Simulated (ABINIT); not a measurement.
# BAs (F-43m) in ABINIT: further runs

The runs below take BAs through relaxation of cell and atoms, single point, with PBE.

Everything below comes from runs of ABINIT 10.8.3 (patched build). Logs are shortened: lines on timing, memory, paths and dates and some standing lists are left out, and cuts for length are marked. The log counts tension as positive stress, the text compression.

## (1) Starting point

It takes space group F-43m (No. 216, cubic). Conventional cell: a = 4.777 Å, b = 4.777 Å, c = 4.777 Å, α = 90.00°, β = 90.00°, γ = 90.00°. As (site symmetry -43m) has 4 B at 2.07 Å as nearest neighbours. Around B (site symmetry -43m) lie 4 As at 2.07 Å.

## (2) Relaxation of cell and atoms, PBE, spin-orbit coupling, no magnetisation

run.abi reads:

```
# Pseudopotentials
pp_dirpath "./"
pseudos "As.GGA_PBE-JTH.xml, B.GGA_PBE-JTH.xml"

# Structure
acell 6.3832096775 6.3832096775 6.3832096775
rprim
     0.0000000000     0.7071067812     0.7071067812
     0.7071067812     0.0000000000     0.7071067812
     0.7071067812     0.7071067812     0.0000000000
ntypat 2
znucl 33 5
natom 2
typat 1 2
chkprim 0
chksymtnons 0
tolsym 1.0e-6
xred
            3/4            3/4            3/4
            0.0            0.0            0.0

# Plane-wave basis
ecut 10.0
pawecutdg 20.0
ecutsm 0.5

# k points
kptopt 4
ngkpt 8 8 8
nshiftk 1
shiftk 0.0 0.0 0.0

# Exchange and correlation
ixc 11

# Bands and occupations
nband 26
occopt 3
tsmear 0.05 eV

# Spin
nspinor 2
nspden 1
pawspnorb 1

# SCF cycle
nstep 80
tolvrs 1.0e-12

# Output
iomode 3
prteig 0
prtebands 0
prtwf 0
prtden 0

# Relaxation
ionmov 22
optcell 2
ntime 50
tolmxf 2.0e-5
dilatmx 1.08
```

Potentials or basis: JTH PAW PBE v2.0.

Command:

```sh
$ abinit run.abi > log 2>&1
```

run.abo:

```text
.Version 10.8.3 of ABINIT
 Symmetries : space group F2 3 (#196); Bravais cF (face-center cubic)
================================================================================
 Values of the parameters that define the memory need of the present run
     intxc =       0    ionmov =      22      iscf =      17    lmnmax =      18
     lnmax =       6     mgfft =      20  mpssoang =       3    mqgrid =    3001
     natom =       2  nloc_mem =       2    nspden =       1   nspinor =       2
    nsppol =       1      nsym =      12    n1xccc =       1    ntypat =       2
    occopt =       3   xclevel =       2
       mpw =         363          nfft =        8000          nkpt =          52
 PAW method is used; the additional fine FFT grid is defined by:
   mgfftf=        30    nfftf =     27000
================================================================================
================================================================================

--------------------------------------------------------------------------------
------------- Echo of variables that govern the present computation ------------
--------------------------------------------------------------------------------
 -outvars: echo values of preprocessed input variables --------
            acell      6.3832096775E+00  6.3832096775E+00  6.3832096775E+00 Bohr
              amu      7.49215900E+01  1.08110000E+01
          chkprim           0
      chksymtnons           0
          dilatmx      1.08000000E+00
             ecut      1.00000000E+01 Hartree
           ecutsm      5.00000000E-01 Hartree
           ionmov          22
                       outvar_i_n : Printing only first  50 k-points.
              ixc          11
                       outvar_i_n : Printing only first  50 k-points.
           kptopt           4
         kptrlatt        8    0    0      0    8    0      0    0    8
          kptrlen      5.10656774E+01
            natom           2
            nband          26
            ngfft          20      20      20
          ngfftdg          30      30      30
             nkpt          52
          nspinor           2
            nstep          80
             nsym          12
            ntime          50
           ntypat           2
                       prtocc : prtvol=0, do not print more k-points.
           occopt           3
          optcell           2
        pawecutdg      2.00000000E+01 Hartree
        pawspnorb           1
         pawxcdev           0
           prtden           0
        prtebands           0
           prteig           0
            prtwf           0
            rprim      0.0000000000E+00  7.0710678120E-01  7.0710678120E-01
                       7.0710678120E-01  0.0000000000E+00  7.0710678120E-01
                       7.0710678120E-01  7.0710678120E-01  0.0000000000E+00
          spgroup         196
           tolmxf      2.00000000E-05
           tolsym      1.00000000E-06
           tolvrs      1.00000000E-12
           tsmear      1.83746611E-03 Hartree
            typat      1  2
           useylm           1
                       outvars : Printing only first  50 k-points.
           xangst      3.5827499977E+00  3.5827499977E+00  3.5827499977E+00
                       0.0000000000E+00  0.0000000000E+00  0.0000000000E+00
            xcart      6.7704162732E+00  6.7704162732E+00  6.7704162732E+00
                       0.0000000000E+00  0.0000000000E+00  0.0000000000E+00
             xred      7.5000000000E-01  7.5000000000E-01  7.5000000000E-01
                       0.0000000000E+00  0.0000000000E+00  0.0000000000E+00
            znucl       33.00000    5.00000

================================================================================

 chkinp: Checking input parameters for consistency.

================================================================================
== DATASET  1 ==================================================================

--- !DatasetInfo
iteration_state: {dtset: 1, }
dimensions: {natom: 2, nkpt: 52, mband: 26, nsppol: 1, nspinor: 2, nspden: 1, mpw: 363, }
cutoff_energies: {ecut:  10.0, pawecutdg:  20.0, }
electrons: {nelect:   1.80000000E+01, charge:   0.00000000E+00, occopt:   3.00000000E+00, tsmear:   1.83746611E-03, }
meta: {optdriver: 0, ionmov: 22, optcell: 2, iscf: 17, paral_kgb: 0, }
...

 Exchange-correlation functional for the present dataset will be:
  GGA: Perdew-Burke-Ernzerhof functional - ixc=11
  J.P.Perdew, K.Burke, M.Ernzerhof, PRL 77, 3865 (1996)

 Real(R)+Recip(G) space primitive vectors, cartesian coordinates (Bohr,Bohr^-1):
 R(1)=  0.0000000  4.5136108  4.5136108  G(1)= -0.1107761  0.1107761  0.1107761
 R(2)=  4.5136108  0.0000000  4.5136108  G(2)=  0.1107761 -0.1107761  0.1107761
 R(3)=  4.5136108  4.5136108  0.0000000  G(3)=  0.1107761  0.1107761 -0.1107761
 Unit cell volume ucvol=  1.8390873E+02 bohr^3
 Angles (23,13,12)=  6.00000000E+01  6.00000000E+01  6.00000000E+01 degrees

 Coarse grid specifications (used for wave-functions):

 getcut: wavevector=  0.0000  0.0000  0.0000  ngfft=  20  20  20
         ecut(hartree)=     11.664   => boxcut(ratio)=   2.03799

 Fine grid specifications (used for densities):

 getcut: wavevector=  0.0000  0.0000  0.0000  ngfft=  30  30  30
         ecut(hartree)=     23.328   => boxcut(ratio)=   2.16402

--- Pseudopotential description ------------------------------------------------
- pspini: atom type   1  psp file is ./As.GGA_PBE-JTH.xml
 Pseudopotential format is: paw10
 basis_size (lnmax)=  6 (lmn_size= 18), orbitals=   0   0   1   1   2   2
 Spheres core radius: rc_sph= 2.10391912
 Shapefunction is BESSEL type: shapef(r,l)=aa(1,l)*jl(q(1,l)*r)+aa(2,l)*jl(q(2,l)*r)
 Radius for shape functions =  1.70360438
 Compensation charge density is not taken into account in XC energy/potential

- pspini: atom type   2  psp file is ./B.GGA_PBE-JTH.xml
 Pseudopotential format is: paw10
 basis_size (lnmax)=  4 (lmn_size=  8), orbitals=   0   0   1   1
 Spheres core radius: rc_sph= 1.70616958
 Shapefunction is SIN type: shapef(r)=[sin(pi*r/rshp)/(pi*r/rshp)]**2
 Radius for shape functions =  1.40269776
 Compensation charge density is not taken into account in XC energy/potential

   4.97343271E+02                                ecore*ucvol(ha*bohr**3)
--------------------------------------------------------------------------------

================================================================================

=== [ionmov=22] Limited-memory Broyden-Fletcher-Goldfarb-Shanno method
================================================================================

--- Iteration: ( 1/50) Internal Cycle: (1/1)
--------------------------------------------------------------------------------

---SELF-CONSISTENT-FIELD CONVERGENCE--------------------------------------------
[... 491 lines left out ...]
 Difference of energy with previous step (new-old):
           Absolute (Ha)=-1.93165E-09
           Relative     =-1.65485E-11

 At Broyd/MD step   5, gradients are converged :
  max grad (force/stress) = 8.4299E-07 < tolmxf= 2.0000E-05 ha/bohr (free atoms)

================================================================================

 ----iterations are completed or convergence reached----

 Mean square residual over all n,k,spin=   41.074E-16; max=  30.590E-15
 reduced coordinates (array xred) for    2 atoms
       0.750000000000      0.750000000000      0.750000000000
       0.000000000000     -0.000000000000      0.000000000000
 rms dE/dt=  2.3800E-29; max dE/dt=  3.3658E-29; dE/dt below (all hartree)
    1       0.000000000000      0.000000000000      0.000000000000
    2      -0.000000000000     -0.000000000000      0.000000000000

 cartesian coordinates (angstrom) at end:
    1      3.60907693063385     3.60907693063385     3.60907693063385
    2     -0.00000000000000     0.00000000000000     0.00000000000000

 cartesian forces (hartree/bohr) at end:
    1      0.00000000000000     0.00000000000000    -0.00000000000000
    2     -0.00000000000000    -0.00000000000000     0.00000000000000
 frms,max,avg= 3.5437341E-30 5.5519643E-30   0.000E+00  0.000E+00  0.000E+00 h/b

 cartesian forces (eV/Angstrom) at end:
    1      0.00000000000000     0.00000000000000    -0.00000000000000
    2     -0.00000000000000    -0.00000000000000     0.00000000000000
 frms,max,avg= 1.8222613E-28 2.8549348E-28   0.000E+00  0.000E+00  0.000E+00 e/A
 length scales=  6.430115080861  6.430115080861  6.430115080861 bohr
              =  3.402670361967  3.402670361967  3.402670361967 angstroms
 Fermi (or HOMO) energy (hartree) =   0.27255   Average Vxc (hartree)=  -0.38017
 Eigenvalues (hartree) for nkpt=  52  k points:
 kpt#   1, nband= 26, wtk=  0.00195, kpt=  0.0000  0.0000  0.0000 (reduced coord)
  -1.08688   -1.08688   -1.08688   -1.08688   -1.06043   -1.06043   -1.06015   -1.06015
  -1.06015   -1.06015   -0.30883   -0.30883    0.24483    0.24483    0.25246    0.25246
   0.25246    0.25246    0.36448    0.36448    0.37209    0.37209    0.37209    0.37209
   0.41039    0.41039
      occupation numbers for kpt#   1
   1.00000    1.00000    1.00000    1.00000    1.00000    1.00000    1.00000    1.00000
   1.00000    1.00000    1.00000    1.00000    1.00000    1.00000    0.99998    0.99998
   0.99998    0.99998    0.00000    0.00000    0.00000    0.00000    0.00000    0.00000
   0.00000    0.00000
 prteigrs : prtvol=0 or 1, do not print more k-points.

 COMMENT:
  "Direct" decomposition of total free energy cannot be printed out !!!
  PAW contribution due to spin-orbit coupling cannot be evaluated
  without the knowledge of imaginary part of Rhoij atomic occupancies
  (computed only when pawcpxocc=2).
band_energy:  -1.06122042E+01
...

--- !EnergyTermsDC
iteration_state     : {dtset: 1, itime: 5, icycle: 1, }
comment             : '"Double-counting" decomposition of free energy'
band_energy         : -1.06122041855544E+01
Ewald energy        : -6.29584272816264E+01
psp_core            :  2.64554410995228E+00
xc_dc               : -3.26356320739002E+01
PAW spherical_terms : -1.31661397384351E+01
internal            : -1.16726859169564E+02
'-kT*entropy'       : -6.44857675507024E-09
total_energy_dc     : -1.16726859176012E+02
total_energy_dc_eV  : -3.17629965031870E+03
...

--- !EnergyTermsWithPAWCore
iteration_state     : {dtset: 1, itime: 5, icycle: 1, }
comment             : 'Components of total free energy, including PAW core contributions'
Total energy        : -2.28582167472711E+03
Total energy DC     : -2.28582272842291E+03
Total energy (eV)   : -6.22003764804345E+04
Total energy DC (eV): -6.22004051529578E+04
...

 Cartesian components of stress tensor (hartree/bohr^3)
  sigma(1 1)= -8.42990175E-09  sigma(3 2)=  0.00000000E+00
  sigma(2 2)= -8.42990175E-09  sigma(3 1)=  0.00000000E+00
  sigma(3 3)= -8.42990176E-09  sigma(2 1)=  0.00000000E+00

-Cartesian components of stress tensor (GPa)         [Pressure=  2.4802E-04 GPa]
- sigma(1 1)= -2.48016272E-04  sigma(3 2)=  0.00000000E+00
- sigma(2 2)= -2.48016272E-04  sigma(3 1)=  0.00000000E+00
- sigma(3 3)= -2.48016272E-04  sigma(2 1)=  0.00000000E+00

== END DATASET(S) ==============================================================
================================================================================

 -outvars: echo values of variables after computation  --------
            acell      6.4301150809E+00  6.4301150809E+00  6.4301150809E+00 Bohr
           etotal     -1.1672685918E+02
            fcart      1.8506547634E-30  1.8506547634E-30 -5.5519642903E-30
                      -1.8506547634E-30 -1.8506547634E-30  5.5519642903E-30
            rprim      0.0000000000E+00  7.0710678119E-01  7.0710678119E-01
                       7.0710678119E-01  0.0000000000E+00  7.0710678119E-01
                       7.0710678119E-01  7.0710678119E-01  0.0000000000E+00
           strten     -8.4299017506E-09 -8.4299017541E-09 -8.4299017558E-09
                       0.0000000000E+00  0.0000000000E+00  0.0000000000E+00
           xangst      3.6090769306E+00  3.6090769306E+00  3.6090769306E+00
                      -8.8091947260E-30  3.2887184327E-29  1.2913499793E-29
             xred      7.5000000000E-01  7.5000000000E-01  7.5000000000E-01
                       1.1348444470E-29 -5.9813519798E-30  2.3200855832E-30
 Calculation completed.
```

Wall time 3.8 min (1 thread of Arm Neoverse N1, shared host); peak memory 0.1 GiB.

Results:

```yaml
Free_energy: -3176.2997 eV
Band_gap_on_the_k_mesh: 1.15 eV, indirect (least direct gap 3.05 eV)
```

Caveat: the cutoff is too short for stress, so the log's stress isn't used. A k mesh can miss the band edges.

## (3) Single point, PBE, spin-orbit coupling, no magnetisation (cell relaxed)

run.abi reads:

```
pp_dirpath "./"
pseudos "As.GGA_PBE-JTH.xml, B.GGA_PBE-JTH.xml"

acell 3*1.0 Angstrom
rprim
     0.0000000000     2.4060512900     2.4060512900
     2.4060512900     0.0000000000     2.4060512900
     2.4060512900     2.4060512900     0.0000000000
ntypat 2
znucl 33 5
natom 2
typat 1 2
xred
     0.7500000000     0.7500000000     0.7500000000
     0.0000000000     0.0000000000     0.0000000000
chkprim 0
chksymtnons 0
tolsym 1.0e-6

ecut 10.0
pawecutdg 20.0

kptopt 4
ngkpt 8 8 8
nshiftk 1
shiftk 0.0 0.0 0.0

ixc 11

nband 26
occopt 3
tsmear 0.05 eV

nspinor 2
nspden 1
pawspnorb 1

nstep 100
tolvrs 1.0e-9

iomode 3
prtwf 0
prtden 0
prteig 0
prtebands 0
```

Potentials or basis: JTH PAW PBE v2.0.

Command:

```sh
$ abinit run.abi > log 2>&1
```

Run time: 37 s. Hardware: 1 thread of Arm Neoverse N1, shared host; peak memory 0.09 GiB.

The run converged. Its results:

| Quantity | Value |
| --- | --- |
| Free energy | -3176.3465 eV |
| Band gap on the k mesh | 1.15 eV, indirect (least direct gap 3.05 eV) |
| Valence electrons inside the program's atomic spheres | As 12.78; B 1.72 |

Levels at points of the mesh, in eV from the valence-band top:
```tsv
k point	band 14	band 15	band 16	band 17	band 18	band 19	band 20	band 21	band 22	band 23
(0.00, 0.00, 0.00)	-0.21	0.00	0.00	0.00	0.00	3.05	3.05	3.25	3.25	3.25
(0.50, 0.00, 0.00)	-8.69	-1.92	-1.92	-1.78	-1.78	2.48	2.48	4.66	4.66	4.74
(0.50, 0.50, 0.00)	-8.47	-4.12	-4.12	-3.99	-3.99	1.39	1.39	1.40	1.40	11.06
```

Caveat: the cutoff is too short for stress, so the log's stress isn't used.

## (4) Single point, PBE

run.abi reads:

```
pp_dirpath "./"
pseudos "As.GGA_PBE-JTH_sp.xml, B.GGA_PBE-JTH.xml"

acell 3*1.0 Angstrom
rprim
     0.0000000000     2.3885000000     2.3885000000
     2.3885000000     0.0000000000     2.3885000000
     2.3885000000     2.3885000000     0.0000000000
ntypat 2
znucl 33 5
natom 2
typat 1 2
xred
     0.7500000000     0.7500000000     0.7500000000
     0.0000000000     0.0000000000     0.0000000000

ecut 10.0
pawecutdg 20.0

kptopt 1
ngkpt 8 8 8
nshiftk 1
shiftk 0.0 0.0 0.0

ixc 11

nband 8
occopt 3
tsmear 0.00183747

nstep 100
tolvrs 1.0e-9

iomode 3
prtwf 0
prteig 0
prtebands 0
prtden 1
prtvha 1
prtvclmb 1
prtpot 1
```

Potentials or basis: JTH PAW PBE v2.0 sp.

Command:

```sh
$ abinit run.abi > log 2>&1
```

Run time: 5.9 s. Hardware: 1 thread of Arm Neoverse N1, shared host; peak memory 0.08 GiB.

The run converged. Its results:

```
Free energy                                           : -252.7371 eV
Pressure                                              : 2.9 GPa
Band gap on the k mesh                                : 1.20 eV, indirect (least direct gap 3.31 eV)
Valence electrons inside the program's atomic spheres : As 2.81; B 1.76
```

Levels at points of the mesh, in eV from the valence-band top:
| k point | band 2 | band 3 | band 4 | band 5 | band 6 | band 7 |
| --- | --- | --- | --- | --- | --- | --- |
| (0.00, 0.00, 0.00) | 0.00 | 0.00 | 0.00 | 3.31 | 3.31 | 3.31 |
| (0.50, 0.00, 0.00) | -8.79 | -1.81 | -1.81 | 2.72 | 4.84 | 4.84 |
| (0.50, 0.50, 0.00) | -8.54 | -4.07 | -4.07 | 1.44 | 1.45 | 11.53 |

Caveat: this set keeps more shells in the core, which shifts pressures and gaps.

## (5) The runs side by side

| task | potentials or basis | spin | cell | cell freedom (optcell) | optimiser (ionmov) | cutoff smearing ecutsm (Ha) | force stop (Ha/bohr) | gap on the mesh (eV) |
| --- | --- | --- | --- | --- | --- | --- | --- | --- |
| relaxation of cell and atoms | JTH PAW PBE v2.0 | SOC, no magnetisation | relaxed | 2 | 22 | 0.5 | 2e-05 | 1.15 |
| single point | JTH PAW PBE v2.0 | SOC, no magnetisation | cell relaxed | - | - | - | - | 1.15 |
| single point | JTH PAW PBE v2.0 sp | off | as given | - | - | - | - | 1.20 |

Alike in all rows: level PBE; k mesh 8 × 8 × 8; cutoff (eV) 272; smearing fermi-dirac 0.05 eV.

Caveats: this set keeps more shells in the core, which shifts pressures and gaps (some runs).

Total energies depend on the potentials used, so only differences within one code and one set of settings carry meaning.
